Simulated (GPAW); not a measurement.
# TePb (Pm-3m) in GPAW: settings compared

Aim: see how the results for TePb move with the level of theory and the settings. Levels: PBE+D3, PBE, LDA, PBEsol. Tasks: equation of state, band structure.

Everything below comes from runs of GPAW 26.7.0. Logs are shortened: lines on timing, memory, paths and dates and some standing lists are left out, and cuts for length are marked. The log counts tension as positive stress, the text compression.

**1. The crystal as given**

Symmetry: Pm-3m, No. 221, cubic system. The conventional cell has a = 4.002 Å, b = 4.002 Å, c = 4.002 Å, α = 90.00°, β = 90.00°, γ = 90.00°. Pb (site symmetry m-3m) has 8 Te at 3.47 Å as nearest neighbours. Te (site symmetry m-3m) is surrounded by 8 Pb at 3.47 Å.

Measurements of this composition are mostly on another form, of space group No. 225.

**2. Equation of state, PBE+D3**

File run.py:

```python
from ase.calculators.mixing import SumCalculator
from ase.eos import EquationOfState
from ase.io import Trajectory, read
from ase.units import GPa
from dftd3.ase import DFTD3
from gpaw import GPAW, PW

atoms = read('TePb.xyz')

traj = Trajectory('eos.traj', 'w')
volumes, energies = [], []
for x in [0.94, 0.96, 0.98, 1.0, 1.02, 1.04, 1.06]:
    a = atoms.copy()
    a.set_cell(atoms.cell * x**(1 / 3), scale_atoms=True)
    calc = GPAW(mode=PW(600),
                xc='PBE',
                kpts={'size': (6, 6, 6), 'gamma': True},
                occupations={'name': 'fermi-dirac', 'width': 0.05},
                nbands=19,
                convergence={'density': 1e-05, 'energy': 1e-05},
                maxiter=150,
                txt=f'eos-{x:.2f}.txt')
    a.calc = SumCalculator([calc, DFTD3(method='pbe', damping='d3zero')])
    energies.append(a.get_potential_energy())
    volumes.append(a.get_volume())
    p = -a.get_stress()[:3].mean() / GPa
    calc.write(f'eos-{x:.2f}.gpw')
    traj.write(a)
    print(f'{x:.2f} {volumes[-1]:10.4f} A^3 {energies[-1]:14.6f} eV {p:9.3f} GPa', flush=True)

v0, e0, B = EquationOfState(volumes, energies, eos='birchmurnaghan').fit()
print(f'V0 = {v0:.4f} A^3, E0 = {e0:.6f} eV, B0 = {B / GPa:.2f} GPa')
```

File TePb.xyz:

```xyz
2
Lattice="4.0022870000 0.0000000000 0.0000000000 0.0000000000 4.0022870000 0.0000000000 0.0000000000 0.0000000000 4.0022870000" Properties=species:S:1:pos:R:3 pbc="T T T"
Pb     0.0000000000      0.0000000000      0.0000000000
Te     2.0011435000      2.0011435000      2.0011435000
```

Potentials or basis: GPAW PAW data sets (gpaw-data 1.2.1), pw.

Started as:

```bash
> OMP_NUM_THREADS=1 python run.py
```

The log of the run:

```text
__  _  _
 | _ |_)|_||  |
 |__||  | ||/\| - 26.7.0

Input parameters:
  mode=PW(ecut=600.0),
  convergence={'density': 1e-05, 'energy': 1e-05},
  kpts=MonkhorstPack(size=(6, 6, 6), gamma=True),
  maxiter=150,
  nbands=19,
  occupations=Occupations(name='fermi-dirac', width=0.05),
  xc=XC(name='PBE')

Diagonalizing LCAO Hamiltonian
Converting LCAO to pw mode
   .---------.
  /|         |
 * |         |
 | |   Te    |
 | |         |
 | .---------.
 |/         /
 Pb--------*

Atoms  # Å, Bohr magnetons
|   | symbol |        x |        y |        z |    initial magnetic moments |
|---|--------|----------|----------|----------|-----------------------------|
| 0 |     Pb | 0.000000 | 0.000000 | 0.000000 | ( 0.0000,  0.0000,  0.0000) |
| 1 |     Te | 1.974098 | 1.974098 | 1.974098 | ( 0.0000,  0.0000,  0.0000) |

Unit cell  # Å
| periodic |        x |        y |        z |  lengths |    angles |
|----------|----------|----------|----------|----------|-----------|
|      yes | 3.948195 | 0.000000 | 0.000000 | 3.948195 | 90.000000 |
|      yes | 0.000000 | 3.948195 | 0.000000 | 3.948195 | 90.000000 |
|      yes | 0.000000 | 0.000000 | 3.948195 | 3.948195 | 90.000000 |

Number of symmetries: 48
Symmetry operations  # r_c * U_cc + t_c -> r_c
|    | kind |            matrix            |
|----|------|------------------------------|
|  0 |  E   |  1, 0, 0,  0, 1, 0,  0, 0, 1 |
|  1 |  σ   |  1, 0, 0,  0, 1, 0,  0, 0,-1 |
|  2 |  σ   |  1, 0, 0,  0, 0, 1,  0, 1, 0 |
|  3 |  C4  |  1, 0, 0,  0, 0, 1,  0,-1, 0 |
|  4 |  C4  |  1, 0, 0,  0, 0,-1,  0, 1, 0 |
|  5 |  σ   |  1, 0, 0,  0, 0,-1,  0,-1, 0 |
|  6 |  σ   |  1, 0, 0,  0,-1, 0,  0, 0, 1 |
|  7 |  C2  |  1, 0, 0,  0,-1, 0,  0, 0,-1 |
|  8 |  σ   |  0, 1, 0,  1, 0, 0,  0, 0, 1 |
|  9 |  C2  |  0, 1, 0,  1, 0, 0,  0, 0,-1 |
| 10 |  C3  |  0, 1, 0,  0, 0, 1,  1, 0, 0 |
| 11 |  S6  |  0, 1, 0,  0, 0, 1, -1, 0, 0 |
| 12 |  S6  |  0, 1, 0,  0, 0,-1,  1, 0, 0 |
| 13 |  C3  |  0, 1, 0,  0, 0,-1, -1, 0, 0 |
| 14 |  C4  |  0, 1, 0, -1, 0, 0,  0, 0, 1 |
| 15 |  S4  |  0, 1, 0, -1, 0, 0,  0, 0,-1 |
| 16 |  C3  |  0, 0, 1,  1, 0, 0,  0, 1, 0 |
| 17 |  S6  |  0, 0, 1,  1, 0, 0,  0,-1, 0 |
| 18 |  σ   |  0, 0, 1,  0, 1, 0,  1, 0, 0 |
| 19 |  C4  |  0, 0, 1,  0, 1, 0, -1, 0, 0 |
| 20 |  C2  |  0, 0, 1,  0,-1, 0,  1, 0, 0 |
| 21 |  S4  |  0, 0, 1,  0,-1, 0, -1, 0, 0 |
| 22 |  S6  |  0, 0, 1, -1, 0, 0,  0, 1, 0 |
| 23 |  C3  |  0, 0, 1, -1, 0, 0,  0,-1, 0 |
| 24 |  S6  |  0, 0,-1,  1, 0, 0,  0, 1, 0 |
| 25 |  C3  |  0, 0,-1,  1, 0, 0,  0,-1, 0 |
| 26 |  C4  |  0, 0,-1,  0, 1, 0,  1, 0, 0 |
| 27 |  σ   |  0, 0,-1,  0, 1, 0, -1, 0, 0 |
| 28 |  S4  |  0, 0,-1,  0,-1, 0,  1, 0, 0 |
| 29 |  C2  |  0, 0,-1,  0,-1, 0, -1, 0, 0 |
| 30 |  C3  |  0, 0,-1, -1, 0, 0,  0, 1, 0 |
| 31 |  S6  |  0, 0,-1, -1, 0, 0,  0,-1, 0 |
| 32 |  C4  |  0,-1, 0,  1, 0, 0,  0, 0, 1 |
| 33 |  S4  |  0,-1, 0,  1, 0, 0,  0, 0,-1 |
| 34 |  S6  |  0,-1, 0,  0, 0, 1,  1, 0, 0 |
| 35 |  C3  |  0,-1, 0,  0, 0, 1, -1, 0, 0 |
| 36 |  C3  |  0,-1, 0,  0, 0,-1,  1, 0, 0 |
| 37 |  S6  |  0,-1, 0,  0, 0,-1, -1, 0, 0 |
| 38 |  σ   |  0,-1, 0, -1, 0, 0,  0, 0, 1 |
| 39 |  C2  |  0,-1, 0, -1, 0, 0,  0, 0,-1 |
| 40 |  σ   | -1, 0, 0,  0, 1, 0,  0, 0, 1 |
| 41 |  C2  | -1, 0, 0,  0, 1, 0,  0, 0,-1 |
| 42 |  C2  | -1, 0, 0,  0, 0, 1,  0, 1, 0 |
| 43 |  S4  | -1, 0, 0,  0, 0, 1,  0,-1, 0 |
| 44 |  S4  | -1, 0, 0,  0, 0,-1,  0, 1, 0 |
| 45 |  C2  | -1, 0, 0,  0, 0,-1,  0,-1, 0 |
| 46 |  C2  | -1, 0, 0,  0,-1, 0,  0, 0, 1 |
| 47 |  i   | -1, 0, 0,  0,-1, 0,  0, 0,-1 |

BZ-sampling:
  Number of BZ points: 216
  Number of IBZ points: 20

  Monkhorst-Pack size: [6, 6, 6]
  Monkhorst-Pack shift: [0.08333333333333333, 0.08333333333333333, 0.08333333333333333]

K-points  # in reciprocal-cell coordinates
|     |                                coordinates |     weight |
|-----|--------------------------------------------|------------|
|   0 | (  0.00000000,   0.00000000,   0.00000000) | 0.00462963 |
|   1 | (  0.16666667,   0.00000000,   0.00000000) | 0.02777778 |
|   2 | (  0.16666667,   0.16666667,   0.00000000) | 0.05555556 |
|   3 | (  0.16666667,   0.16666667,   0.16666667) | 0.03703704 |
|   4 | (  0.33333333,   0.00000000,   0.00000000) | 0.02777778 |
|   5 | (  0.33333333,   0.16666667,   0.00000000) | 0.11111111 |
|   6 | (  0.33333333,   0.16666667,   0.16666667) | 0.11111111 |
|   7 | (  0.33333333,   0.33333333,   0.00000000) | 0.05555556 |
|   8 | (  0.33333333,   0.33333333,   0.16666667) | 0.11111111 |
|   9 | (  0.33333333,   0.33333333,   0.33333333) | 0.03703704 |
| ... |                                            |            |
|  19 | (  0.50000000,   0.50000000,   0.50000000) | 0.00462963 |

Plane wave coefficients: 2103
Cutoff: 600.0 eV

Spin-components: 1 (collinear spins)
Bands:           19
Projectors:      11
Spin-degeneracy: 2
Datatype:        complex128

Parallelization:
  kpt:    1
  domain: 1
  band:   1

Density:
  Valence electrons: 20.0
  Components: 1
  Grid points: [24 24 24]
  Charge: 0.0  # |e|

Potential:
  Grid points: [24 24 24]

species:
  Pb:
    name:    Lead
    Z:       82.0
    valence: 14
    core:    68
    charge:  0.0  # [|e|]
    compensation charges:
      type: gauss
      rc: 0.38  # [Å]
      lmax: 2
    cutoffs:
      filter: 2.36  # [Å]
      core: 2.43  # [Å]
    projectors
    | kind |    occ | energy [eV] | rcut [Å] |
    |------|--------|-------------|----------|
    |   6s |  2.000 |     -11.969 |    1.259 |
    |   6p |  2.000 |      -3.506 |    1.275 |
    |   5d | 10.000 |     -21.211 |    1.217 |
    |    s |        |      15.243 |    1.259 |
    |    p |        |      23.705 |    1.275 |
    |    d |        |       6.001 |    1.217 |

    Using partial waves for Pb as LCAO basis

  Te:
    name:    Tellurium
    Z:       52.0
    valence: 6
    core:    46
    charge:  0.0  # [|e|]
    compensation charges:
      type: gauss
      rc: 0.36  # [Å]
      lmax: 2
    cutoffs:
      filter: 2.09  # [Å]
      core: 3.17  # [Å]
    projectors
    | kind |    occ | energy [eV] | rcut [Å] |
    |------|--------|-------------|----------|
    |   5s |  2.000 |     -15.089 |    1.180 |
    |   5p |  4.000 |      -5.955 |    1.196 |
    |    s |        |      12.123 |    1.180 |
    |    p |        |      21.256 |    1.196 |
    |    d |        |       0.000 |    1.238 |

    Using partial waves for Te as LCAO basis

Reference energy: -752065.146798  # eV

eigensolver:
  PPCG
  Converge bands: occupied
  niter=2

density mixing:
  MSR1-Mixer
  Pratt-step length: 0.05
  Maximum mixing coefficient: 0.75
  Old densities: 10
  SVD Regularization: 0.005
  Good broyden scale: 1.0
  Trust region scale: 1.0
  Backstep threshold: 4.0
  History deletion threshold: 6.0
  Fourier metric: weight=20.0, sigma=0.015

occupation numbers:
  Fermi-Dirac:
    width: 0.0500  # eV

poisson solver:
  ecut: 4800.0  # eV

xc functional:
  name: PBE with 2 nearest neighbor stencil

convergence criteria:
- Maximum integral of absolute [dens]ity change: 1e-05 electrons / valence electron
- Maximum [total energy] change in last 3 cyles: 1e-05 eV / valence electron
- Maximum integral of absolute [eigenst]ate change: 4e-08 eV^2 / valence electron
maximum number of iterations: 150

SCF iterations
|iter     | |      energy | eigst |  dens |
|---------|-|-------------|-------|-------|
|iter:   1| |   -7.510380 | -0.20 |       |
|iter:   2| |   -7.475466 | -2.01 | -1.34 |
|iter:   3| |   -7.366203 | -2.15 | -1.40 |
|iter:   4| |   -7.366197 | -3.90 | -1.98 |
|iter:   5| |   -7.366297c| -4.46 | -2.36 |
|iter:   6| |   -7.366311c| -5.66 | -3.28 |
|iter:   7| |   -7.366317c| -6.64 | -3.76 |
|iter:   8| |   -7.366318c| -7.90c| -4.72 |
|iter:   9| |   -7.366318c| -7.90c| -5.35c|

Converged in 9 steps
Energy contributions relative to reference atoms: (reference = -752065.146798)

Energy contributions:
  Kinetic:          16.738050
  Coulomb:         -16.884265
  Zero:              0.128050
  External:          0.000000
  Xc:               -7.344081
  Entropy:          -0.008143
  Spinorbit:         0.000000
  ----------------------------
  Free energy:      -7.370389
  Extrapolated:     -7.366318

dipole moment: (-16.676174, -16.676174, -16.676174)  # |e|*Ang

Fermi level: 6.915
Eigenvalues  # (at kpt = [0.000, 0.000, 0.000])
| band index |      eig [eV] | occ [0-2] |
|------------|---------------|-----------|
|          0 |       -10.210 |     2.000 |
|        ... |               |           |
|          2 |       -10.120 |     2.000 |
|          3 |       -10.120 |     2.000 |
|          4 |       -10.120 |     2.000 |
|          5 |        -5.514 |     2.000 |
|          6 |         0.319 |     2.000 |
|          7 |         5.220 |     2.000 |
[... 9 lines left out ...]
|         17 |        18.287 |     0.000 |
|         18 |        18.288 |     0.000 |

No gap
No difference between direct/indirect transitions

Stress tensor  # eV/Ang^3
|         x |         y |         z |
|-----------|-----------|-----------|
| -0.007210 |  0.000000 |  0.000000 |
|  0.000000 | -0.007210 |  0.000000 |
|  0.000000 |  0.000000 | -0.007210 |

# Writing to eos-0.96.gpw (mode='')
```

It took 98 s on 1 thread of Arm Neoverse V1, shared host; peak memory 0.22 GiB.

What came out:

```
Equilibrium volume : 30.80 Å³/atom (rough: see the caveat)
Bulk modulus       : 33 GPa (rough)
```

Energy against volume, from the lowest point:
```
volume (Å³/atom)  energy (meV/atom)
          30.132               2.27
          30.773               0.00
          31.414               1.18
          32.055               5.10
          32.696               9.56
          33.337              12.20
          33.978              19.15
```

Caveat: the energies scatter about the fit; the fit is doubtful: noisy points or a state that changes with volume.

**3. Band structure, PBE**

File run.py:

```python
from ase import Atoms
from ase.dft.bandgap import bandgap
from ase.io import write
from ase.units import GPa
from gpaw import GPAW, PW

atoms = Atoms(['Pb', 'Te'],
              cell=[[4.002287, 0.0, 0.0],
                    [0.0, 4.002287, 0.0],
                    [0.0, 0.0, 4.002287]],
              scaled_positions=[[0.0, 0.0, 0.0],
                                [0.5, 0.5, 0.5]],
              pbc=True)

calc = GPAW(mode=PW(600),
            xc='PBE',
            kpts={'size': (7, 7, 7), 'gamma': True},
            occupations={'name': 'fermi-dirac', 'width': 0.05},
            nbands=19,
            convergence={'density': 1e-05, 'energy': 1e-05},
            maxiter=150,
            txt='gpaw.txt')
atoms.calc = calc
energy = atoms.get_potential_energy()
forces = atoms.get_forces()
stress = atoms.get_stress()
calc.write('gs.gpw')
write('result.traj', atoms)
print(f'Energy: {energy:.6f} eV')
print('Forces (eV/A):')
print(forces.round(4))
print('Stress (GPa):', (stress / GPa).round(3))
print('Fermi level:', round(calc.get_fermi_level(), 4), 'eV')
print(f'Gap: {bandgap(calc)[0]:.4f} eV, direct: {bandgap(calc, direct=True)[0]:.4f} eV')

path = atoms.cell.bandpath('GXMGRX,MR', npoints=100, eps=1e-4)
bs_calc = calc.fixed_density(kpts=path, symmetry='off', nbands=32,
                             convergence={'bands': 'CBM+6.0', 'eigenstates': 1e-6}, txt='bands.txt')
bs = bs_calc.band_structure()
bs.write('bs.json')
print(f'Gap on the path: {bandgap(bs_calc)[0]:.4f} eV')
```

Potentials or basis: GPAW PAW data sets (gpaw-data 1.2.1), pw.

Started as:

```bash
> OMP_NUM_THREADS=1 python run.py
```

gpaw.txt:

```text
__  _  _
 | _ |_)|_||  |
 |__||  | ||/\| - 26.7.0

Input parameters:
  mode=PW(ecut=600.0),
  convergence={'density': 1e-05, 'energy': 1e-05},
  kpts=MonkhorstPack(size=(7, 7, 7), gamma=True),
  maxiter=150,
  nbands=19,
  occupations=Occupations(name='fermi-dirac', width=0.05),
  xc=XC(name='PBE')

Diagonalizing LCAO Hamiltonian
Converting LCAO to pw mode
   .---------.
  /|         |
 * |         |
 | |         |
 | |   Te    |
 | .---------.
 |/         /
 Pb--------*

Atoms  # Å, Bohr magnetons
|   | symbol |        x |        y |        z |    initial magnetic moments |
|---|--------|----------|----------|----------|-----------------------------|
| 0 |     Pb | 0.000000 | 0.000000 | 0.000000 | ( 0.0000,  0.0000,  0.0000) |
| 1 |     Te | 2.001143 | 2.001143 | 2.001143 | ( 0.0000,  0.0000,  0.0000) |

Unit cell  # Å
| periodic |        x |        y |        z |  lengths |    angles |
|----------|----------|----------|----------|----------|-----------|
|      yes | 4.002287 | 0.000000 | 0.000000 | 4.002287 | 90.000000 |
|      yes | 0.000000 | 4.002287 | 0.000000 | 4.002287 | 90.000000 |
|      yes | 0.000000 | 0.000000 | 4.002287 | 4.002287 | 90.000000 |

[... 200 lines left out ...]

Energy contributions:
  Kinetic:          14.494097
  Coulomb:         -15.162625
  Zero:              0.129440
  External:          0.000000
  Xc:               -6.798427
  Entropy:          -0.013936
  Spinorbit:         0.000000
  ----------------------------
  Free energy:      -7.351452
  Extrapolated:     -7.344483

dipole moment: (-16.904287, -16.904287, -16.904287)  # |e|*Ang

Fermi level: 6.415
Eigenvalues  # (at kpt = [0.000, 0.000, 0.000])
| band index |      eig [eV] | occ [0-2] |
|------------|---------------|-----------|
|          0 |       -10.716 |     2.000 |
|        ... |               |           |
|          2 |       -10.637 |     2.000 |
|          3 |       -10.637 |     2.000 |
|          4 |       -10.637 |     2.000 |
|          5 |        -5.705 |     2.000 |
|          6 |        -0.282 |     2.000 |
|          7 |         4.850 |     2.000 |
[... 9 lines left out ...]
|         17 |        17.631 |     0.000 |
|         18 |        17.631 |     0.000 |

No gap
No difference between direct/indirect transitions

Forces  # eV/Ang
|        x |        y |        z |
|----------|----------|----------|
| -0.00000 | -0.00000 | -0.00000 |  # Pb   0
|  0.00000 |  0.00000 |  0.00000 |  # Te   1

Stress tensor  # eV/Ang^3
|        x |        y |        z |
|----------|----------|----------|
| 0.001634 | 0.000000 | 0.000000 |
| 0.000000 | 0.001634 | 0.000000 |
| 0.000000 | 0.000000 | 0.001634 |

# Writing to gs.gpw (mode='')
```

Run time: 2 min. Hardware: 1 thread of Arm Neoverse N1, shared host; peak memory 0.34 GiB.

Results:

* Free energy: -7.3515 eV
* Pressure: -0.3 GPa
* Band gap along the path: none (metal or under the smearing width)

Levels at the corners of the path, in eV from the Fermi level:
```tsv
point	band 7	band 8	band 9	band 10	band 11	band 12	band 13	band 14
Γ	-6.70	-1.57	-1.57	-1.57	4.04	4.04	5.23	5.23
X	-8.98	-0.73	-0.15	-0.15	0.19	2.31	2.31	5.39
M	-7.82	-4.38	-4.38	0.23	3.49	3.70	3.70	6.06
Γ	-6.70	-1.57	-1.57	-1.57	4.04	4.04	5.23	5.23
R	-7.06	-2.46	-2.46	-2.46	-1.04	-1.04	-1.04	13.57
X	-8.98	-0.73	-0.15	-0.15	0.19	2.31	2.31	5.39
M	-7.82	-4.38	-4.38	0.23	3.49	3.70	3.70	6.06
R	-7.06	-2.46	-2.46	-2.46	-1.04	-1.04	-1.04	13.57
```

Caveat: spin-orbit coupling is left out, which moves the levels of the heavy elements.

[end of part 1 of 2]
